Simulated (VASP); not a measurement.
# SnS (Pnma) in VASP: notebook, part 2 of 3

VASP 6.6.1. The steps go on from the part before.

**3. Band structure, PBE**

This run uses another cell than the first one, of 23.40 Å³/atom, 1.031 times its volume.

Contents of INCAR:

```
SYSTEM = SnS
PREC = Accurate
ENCUT = 520
EDIFF = 1E-6
ISMEAR = 0
SIGMA = 0.03
LREAL = .FALSE.
LASPH = .TRUE.
NELM = 80
ALGO = Fast
ISIF = 2
LWAVE = .FALSE.
LCHARG = .FALSE.
GGA = PE
NBANDS = 50
KPAR = 2
```

Contents of KPOINTS:

```
regular mesh
0
G
  4 8 6
  0 0 0
```

Contents of POSCAR:

```
SnS                                     
1.0
   11.1022354472      0.0000000000      0.0000000000
    0.0000000000      3.9856078082     -0.0000000000
    0.0000000000      0.0000000000      4.2298583235
  Sn              S             
     4     4
Direct
     0.1185163126585520    0.2500000000000000    0.1099910988655009
     0.3814836873414479    0.7500000000000000    0.6099910988655010
     0.6185163126585520    0.2500000000000000    0.3900089011344991
     0.8814836873414480    0.7500000000000000    0.8900089011344990
     0.8532534970086473    0.2500000000000000    0.4743740982827416
     0.6467465029913527    0.7500000000000000    0.9743740982827416
     0.3532534970086472    0.2500000000000000    0.0256259017172584
     0.1467465029913527    0.7500000000000000    0.5256259017172584
```

Contents of KPOINTS_OPT:

```
explicit points
318
Reciprocal
 0.0000000000  0.0000000000  0.0000000000 1
 0.0000000000  0.0263157895  0.0000000000 1
 0.0000000000  0.0526315789  0.0000000000 1
 0.0000000000  0.0789473684  0.0000000000 1
 0.0000000000  0.1052631579  0.0000000000 1
 0.0000000000  0.1315789474  0.0000000000 1
[... 310 lines left out ...]
 0.0000000000  0.5000000000  0.0241422100 1
 0.0000000000  0.5000000000 -0.0241422100 1
```

Potentials or basis: VASP PAW PBE potentials, release 64 (Sn_d, S).

Command:

```
cat potpaw_PBE.64/Sn_d/POTCAR potpaw_PBE.64/S/POTCAR > POTCAR
mpirun -np 2 vasp_std > vasp.out
```

Wall time 8 min (2 MPI ranks of Intel Xeon 6975P-C (Granite Rapids), shared host); peak memory 0.76 GiB.

It converged, with:

```
Free energy             : -35.3162 eV
Pressure                : 3.2 GPa
Largest force           : 0.070 eV/Å
Band gap on the k mesh  : 0.77 eV, indirect (least direct gap 1.14 eV)
Band gap along the path : 0.62 eV, indirect (least direct gap 0.72 eV)
```

Forces on the atoms (eV/Å):
```
Sn  -0.057  0.000 -0.040
Sn   0.057  0.000 -0.040
Sn  -0.057  0.000  0.040
Sn   0.057  0.000  0.040
S    0.033  0.000 -0.032
S   -0.033  0.000 -0.032
S    0.033  0.000  0.032
S   -0.033  0.000  0.032
```

Levels at the corners of the path, in eV from the valence-band top:
```csv
point,band 38,band 39,band 40,band 41,band 42,band 43
Γ,-1.40,-0.92,-0.78,0.68,2.96,3.00
X,-1.13,-0.87,-0.87,1.07,1.07,1.65
X,-1.13,-0.87,-0.87,1.07,1.07,1.65
S,-2.66,-1.69,-1.69,2.68,2.68,2.93
S,-2.66,-1.69,-1.69,2.68,2.68,2.93
Y,-1.03,-0.17,-0.17,1.37,1.37,1.80
Y,-1.03,-0.17,-0.17,1.37,1.37,1.80
Γ,-1.40,-0.92,-0.78,0.68,2.96,3.00
Γ,-1.40,-0.92,-0.78,0.68,2.96,3.00
Z,-2.35,-0.81,-0.81,2.58,2.58,2.73
Z,-2.35,-0.81,-0.81,2.58,2.58,2.73
U,-1.09,-1.09,-1.09,1.53,1.53,1.53
U,-1.09,-1.09,-1.09,1.53,1.53,1.53
R,-1.88,-1.88,-1.88,2.50,2.50,2.50
R,-1.88,-1.88,-1.88,2.50,2.50,2.50
T,-0.82,-0.09,-0.09,1.26,1.26,1.77
T,-0.82,-0.09,-0.09,1.26,1.26,1.77
Z,-2.35,-0.81,-0.81,2.58,2.58,2.73
Y,-1.03,-0.17,-0.17,1.37,1.37,1.80
T,-0.82,-0.09,-0.09,1.26,1.26,1.77
U,-1.09,-1.09,-1.09,1.53,1.53,1.53
X,-1.13,-0.87,-0.87,1.07,1.07,1.65
S,-2.66,-1.69,-1.69,2.68,2.68,2.93
R,-1.88,-1.88,-1.88,2.50,2.50,2.50
```

Caveat: spin-orbit coupling is left out, which moves the levels of the heavy elements; the mesh misses the band edges, which the band path finds closer together.

**4. Band structure, LDA**

This run uses another cell than the first one, of 23.40 Å³/atom, 1.031 times its volume.

Changes to INCAR since step 3:

```diff
@@ -13,3 +13,2 @@
 LCHARG = .FALSE.
-GGA = PE
 NBANDS = 50
```

KPOINTS is that of step 3.

POSCAR is that of step 3.

KPOINTS_OPT is that of step 3.

Potentials or basis: VASP PAW LDA potentials, release 64 (Sn_d, S).

Command:

```
cat potpaw_LDA.64/Sn_d/POTCAR potpaw_LDA.64/S/POTCAR > POTCAR
mpirun -np 2 vasp_std > vasp.out
```

Wall time 7.7 min (2 MPI ranks of Intel Xeon 6975P-C (Granite Rapids), shared host); peak memory 0.72 GiB.

The run converged. Its results:

```yaml
Free_energy: -40.4783 eV
Pressure: -1.7 GPa
Largest_force: 0.093 eV/Å
Band_gap_on_the_k_mesh: 0.73 eV, indirect (least direct gap 1.07 eV)
Band_gap_along_the_path: 0.58 eV, indirect (least direct gap 0.66 eV)
```

Forces on the atoms (eV/Å):
```
Sn   0.073  0.000  0.057
Sn  -0.073  0.000  0.057
Sn   0.073  0.000 -0.057
Sn  -0.073  0.000 -0.057
S   -0.041  0.000  0.049
S    0.041  0.000  0.049
S   -0.041  0.000 -0.049
S    0.041  0.000 -0.049
```

Levels at the corners of the path, in eV from the valence-band top:
| point | band 37 | band 38 | band 39 | band 40 | band 41 | band 42 | band 43 | band 44 |
| --- | --- | --- | --- | --- | --- | --- | --- | --- |
| Γ | -2.02 | -1.37 | -0.86 | -0.73 | 0.63 | 2.93 | 2.95 | 3.02 |
| X | -1.10 | -1.10 | -0.83 | -0.83 | 1.03 | 1.03 | 1.62 | 1.62 |
| X | -1.10 | -1.10 | -0.83 | -0.83 | 1.03 | 1.03 | 1.62 | 1.62 |
| S | -2.62 | -2.62 | -1.64 | -1.64 | 2.65 | 2.65 | 2.93 | 2.93 |
| S | -2.62 | -2.62 | -1.64 | -1.64 | 2.65 | 2.65 | 2.93 | 2.93 |
| Y | -1.01 | -1.01 | -0.18 | -0.18 | 1.32 | 1.32 | 1.77 | 1.77 |
| Y | -1.01 | -1.01 | -0.18 | -0.18 | 1.32 | 1.32 | 1.77 | 1.77 |
| Γ | -2.02 | -1.37 | -0.86 | -0.73 | 0.63 | 2.93 | 2.95 | 3.02 |
| Γ | -2.02 | -1.37 | -0.86 | -0.73 | 0.63 | 2.93 | 2.95 | 3.02 |
| Z | -2.27 | -2.27 | -0.75 | -0.75 | 2.55 | 2.55 | 2.69 | 2.69 |
| Z | -2.27 | -2.27 | -0.75 | -0.75 | 2.55 | 2.55 | 2.69 | 2.69 |
| U | -1.07 | -1.07 | -1.07 | -1.07 | 1.50 | 1.50 | 1.50 | 1.50 |
| U | -1.07 | -1.07 | -1.07 | -1.07 | 1.50 | 1.50 | 1.50 | 1.50 |
| R | -1.82 | -1.82 | -1.82 | -1.82 | 2.47 | 2.47 | 2.47 | 2.47 |
| R | -1.82 | -1.82 | -1.82 | -1.82 | 2.47 | 2.47 | 2.47 | 2.47 |
| T | -0.77 | -0.77 | -0.09 | -0.09 | 1.21 | 1.21 | 1.73 | 1.73 |
| T | -0.77 | -0.77 | -0.09 | -0.09 | 1.21 | 1.21 | 1.73 | 1.73 |
| Z | -2.27 | -2.27 | -0.75 | -0.75 | 2.55 | 2.55 | 2.69 | 2.69 |
| Y | -1.01 | -1.01 | -0.18 | -0.18 | 1.32 | 1.32 | 1.77 | 1.77 |
| T | -0.77 | -0.77 | -0.09 | -0.09 | 1.21 | 1.21 | 1.73 | 1.73 |
| U | -1.07 | -1.07 | -1.07 | -1.07 | 1.50 | 1.50 | 1.50 | 1.50 |
| X | -1.10 | -1.10 | -0.83 | -0.83 | 1.03 | 1.03 | 1.62 | 1.62 |
| S | -2.62 | -2.62 | -1.64 | -1.64 | 2.65 | 2.65 | 2.93 | 2.93 |
| R | -1.82 | -1.82 | -1.82 | -1.82 | 2.47 | 2.47 | 2.47 | 2.47 |

Caveat: spin-orbit coupling is left out, which moves the levels of the heavy elements; the mesh misses the band edges, which the band path finds closer together.

**5. Band structure, PBE, spin-orbit coupling, no magnetisation**

This run uses another cell than the first one, of 23.40 Å³/atom, 1.031 times its volume.

Changes to INCAR since step 4:

```diff
@@ -13,3 +13,8 @@
 LCHARG = .FALSE.
-NBANDS = 50
+MAGMOM = 0 0 0 0 0 0 0 0 0 0 0 0 0 0 0 0 0 0 0 0 0 0 0 0
+LORBIT = 11
+LSORBIT = .TRUE.
+GGA_COMPAT = .FALSE.
+GGA = PE
+NBANDS = 98
 KPAR = 2
```

Contents of KPOINTS:

```
regular mesh
0
G
  2 6 6
  0 0 0
```

POSCAR is that of step 4.

KPOINTS_OPT is that of step 4.

Potentials or basis: VASP PAW PBE potentials, release 64 (Sn_d, S).

Command:

```
cat potpaw_PBE.64/Sn_d/POTCAR potpaw_PBE.64/S/POTCAR > POTCAR
mpirun -np 2 vasp_ncl > vasp.out
```

OUTCAR:

```text
SYSTEM = SnS
   PREC = Accurate
   ENCUT = 520
   EDIFF = 1E-6
   ISMEAR = 0
   LREAL = .FALSE.
   LASPH = .TRUE.
   NELM = 80
   ISIF = 2
   LORBIT = 11
   LSORBIT = .TRUE.
   GGA = PE

 ion  position               nearest neighbor table
   1  0.119  0.250  0.110-   7 2.63   8 2.68   8 2.68   8 3.19   8 3.19   4 3.43   4 3.43
   2  0.381  0.750  0.610-   8 2.63   7 2.68   7 2.68   7 3.19   7 3.19   3 3.43   3 3.43
   3  0.619  0.250  0.390-   5 2.63   6 2.68   6 2.68   6 3.19   6 3.19   2 3.43   2 3.43
   4  0.881  0.750  0.890-   6 2.63   5 2.68   5 2.68   5 3.19   5 3.19   1 3.43   1 3.43
   5  0.853  0.250  0.474-   3 2.63   4 2.68   4 2.68   4 3.19   4 3.19
   6  0.647  0.750  0.974-   4 2.63   3 2.68   3 2.68   3 3.19   3 3.19
   7  0.353  0.250  0.026-   1 2.63   2 2.68   2 2.68   2 3.19   2 3.19
   8  0.147  0.750  0.526-   2 2.63   1 2.68   1 2.68   1 3.19   1 3.19

  LATTYP: Found a simple orthorhombic cell.
 ALAT       =     3.9856078082
 B/A-ratio  =     1.0612831285
 C/A-ratio  =     2.7855815177

  Lattice vectors:

 A1 = (   0.0000000000,   3.9856078082,   0.0000000000)
 A2 = (   0.0000000000,   0.0000000000,   4.2298583235)
 A3 = (  11.1022354472,   0.0000000000,   0.0000000000)

Analysis of symmetry for initial positions (statically):
=====================================================================
 Subroutine PRICEL returns:
 Original cell was already a primitive cell.

 Routine SETGRP: Setting up the symmetry group for a
 simple orthorhombic supercell.

 Subroutine GETGRP returns: Found  8 space group operations
 (whereof  2 operations were pure point group operations)
 out of a pool of  8 trial point group operations.

The static configuration has the point symmetry S_2 .
 The point group associated with its full space group is D_2h.

Analysis of symmetry for dynamics (positions and initial velocities):
=====================================================================
 Subroutine PRICEL returns:
 Original cell was already a primitive cell.

 Routine SETGRP: Setting up the symmetry group for a
 simple orthorhombic supercell.

[... 2516 lines left out ...]

 Spin-Orbit-Coupling matrix elements

 Ion:    1  E_soc:     -0.0830019
 l=   1
     0.0000000    -0.0073858    -0.0077929
    -0.0073858     0.0000000    -0.0080494
    -0.0077929    -0.0080494     0.0000000
 l=   2
     0.0000000    -0.0012158     0.0000000    -0.0012239    -0.0048708
    -0.0012158     0.0000000    -0.0036436    -0.0012192    -0.0012285
     0.0000000    -0.0036436     0.0000000    -0.0036602     0.0000000
    -0.0012239    -0.0012192    -0.0036602     0.0000000    -0.0012109
    -0.0048708    -0.0012285     0.0000000    -0.0012109     0.0000000
 l=   3
     0.0000000     0.0000000     0.0000000     0.0000000     0.0000000     0.0000000     0.0000000
     0.0000000     0.0000000     0.0000000     0.0000000     0.0000000     0.0000000     0.0000000
     0.0000000     0.0000000     0.0000000     0.0000000     0.0000000     0.0000000     0.0000000
     0.0000000     0.0000000     0.0000000     0.0000000     0.0000000     0.0000000     0.0000000
[... 129 lines left out ...]
 l=   2
     0.0000000     0.0000000     0.0000000     0.0000000     0.0000000
     0.0000000     0.0000000     0.0000000     0.0000000     0.0000000
     0.0000000     0.0000000     0.0000000     0.0000000     0.0000000
     0.0000000     0.0000000     0.0000000     0.0000000     0.0000000
     0.0000000     0.0000000     0.0000000     0.0000000     0.0000000
 l=   3
     0.0000000     0.0000000     0.0000000     0.0000000     0.0000000     0.0000000     0.0000000
     0.0000000     0.0000000     0.0000000     0.0000000     0.0000000     0.0000000     0.0000000
     0.0000000     0.0000000     0.0000000     0.0000000     0.0000000     0.0000000     0.0000000
     0.0000000     0.0000000     0.0000000     0.0000000     0.0000000     0.0000000     0.0000000
     0.0000000     0.0000000     0.0000000     0.0000000     0.0000000     0.0000000     0.0000000
     0.0000000     0.0000000     0.0000000     0.0000000     0.0000000     0.0000000     0.0000000
     0.0000000     0.0000000     0.0000000     0.0000000     0.0000000     0.0000000     0.0000000

 total charge

# of ion       s       p       d       tot
------------------------------------------
    1        1.346   0.747  10.012  12.105
    2        1.346   0.747  10.012  12.105
    3        1.346   0.747  10.012  12.105
    4        1.346   0.747  10.012  12.105
    5        1.354   2.348   0.000   3.702
    6        1.354   2.348   0.000   3.702
    7        1.354   2.348   0.000   3.702
    8        1.354   2.348   0.000   3.702
--------------------------------------------------
tot         10.800  12.380  40.049  63.230

 magnetization (x)

# of ion       s       p       d       tot
------------------------------------------
    1        0.000   0.000   0.000   0.000
    2        0.000   0.000   0.000   0.000
    3        0.000   0.000   0.000   0.000
    4        0.000   0.000   0.000   0.000
    5        0.000   0.000   0.000   0.000
    6        0.000   0.000   0.000   0.000
    7        0.000   0.000   0.000   0.000
    8        0.000   0.000   0.000   0.000
--------------------------------------------------
tot          0.000   0.000   0.000   0.000

 magnetization (y)

# of ion       s       p       d       tot
------------------------------------------
    1        0.000   0.000   0.000   0.000
    2       -0.000  -0.000  -0.000  -0.000
    3       -0.000  -0.000  -0.000  -0.000
    4        0.000   0.000   0.000   0.000
    5       -0.000  -0.000   0.000  -0.000
    6        0.000   0.000   0.000   0.000
    7        0.000   0.000   0.000   0.000
    8       -0.000  -0.000   0.000  -0.000
--------------------------------------------------
tot          0.000   0.000   0.000   0.000

 magnetization (z)

# of ion       s       p       d       tot
------------------------------------------
    1        0.000   0.000   0.000   0.000
    2        0.000   0.000   0.000   0.000
    3        0.000   0.000   0.000   0.000
    4        0.000   0.000   0.000   0.000
    5        0.000   0.000   0.000   0.000
    6        0.000   0.000   0.000   0.000
    7        0.000   0.000   0.000   0.000
    8        0.000   0.000   0.000   0.000
--------------------------------------------------
tot          0.000   0.000   0.000   0.000
```

OSZICAR:

```text
N       E                     dE             d eps       ncg     rms          rms(c)
DAV:   1     0.105216932302E+04    0.10522E+04   -0.34852E+04  6914   0.222E+03
DAV:   2     0.194591244838E+03   -0.85758E+03   -0.82984E+03  6272   0.689E+02
DAV:   3    -0.123990754433E+02   -0.20699E+03   -0.19491E+03  6980   0.245E+02
DAV:   4    -0.356484481579E+02   -0.23249E+02   -0.22515E+02  7588   0.794E+01
DAV:   5    -0.366568079154E+02   -0.10084E+01   -0.99836E+00  7362   0.167E+01    0.125E+01
RMM:   6    -0.354338746211E+02    0.12229E+01   -0.23478E+00  7717   0.591E+00    0.789E+00
RMM:   7    -0.355095703379E+02   -0.75696E-01   -0.20951E+00  8702   0.428E+00    0.277E+00
RMM:   8    -0.354462780037E+02    0.63292E-01   -0.23983E-01  8174   0.279E+00    0.121E+00
RMM:   9    -0.354538343465E+02   -0.75563E-02   -0.88023E-02  9311   0.126E+00    0.512E-01
RMM:  10    -0.354558585600E+02   -0.20242E-02   -0.50987E-02  8836   0.915E-01    0.356E-01
[... 104 further cycles ...]
DAV:   2    -0.561798802381E+04   -0.25773E+05     5880
DAV:   3    -0.115405223338E+05   -0.59225E+04     6494
DAV:   4    -0.122486328131E+05   -0.70811E+03     6984
DAV:   5    -0.122810969384E+05   -0.32464E+02     7008
DAV:   6    -0.122827911860E+05   -0.16942E+01     7854
DAV:   7    -0.122828453393E+05   -0.54153E-01     8608
DAV:   8    -0.122828471345E+05   -0.17952E-02     8660
DAV:   9    -0.122828471671E+05   -0.32626E-04     6692
DAV:  10    -0.122828471686E+05   -0.15222E-05     4432
DAV:  11    -0.122828471689E+05   -0.27200E-06     4260
```

Run time: 42 min. Hardware: 2 MPI ranks of Intel Xeon 6975P-C (Granite Rapids), shared host; peak memory 1.5 GiB.

Results:

```
Free energy                                           : -35.4540 eV
Pressure                                              : 3.2 GPa
Largest force                                         : 0.049 eV/Å
Valence electrons inside the program's atomic spheres : Sn 12.11; S 3.70
```

Forces in eV/Å, atoms in the order of the input:
```
Sn  -0.041  0.000 -0.027
Sn   0.041  0.000 -0.027
Sn  -0.041  0.000  0.027
Sn   0.041  0.000  0.027
S    0.012  0.000 -0.009
S   -0.012  0.000 -0.009
S    0.012  0.000  0.009
S   -0.012  0.000  0.009
```

[end of part 2 of 3]
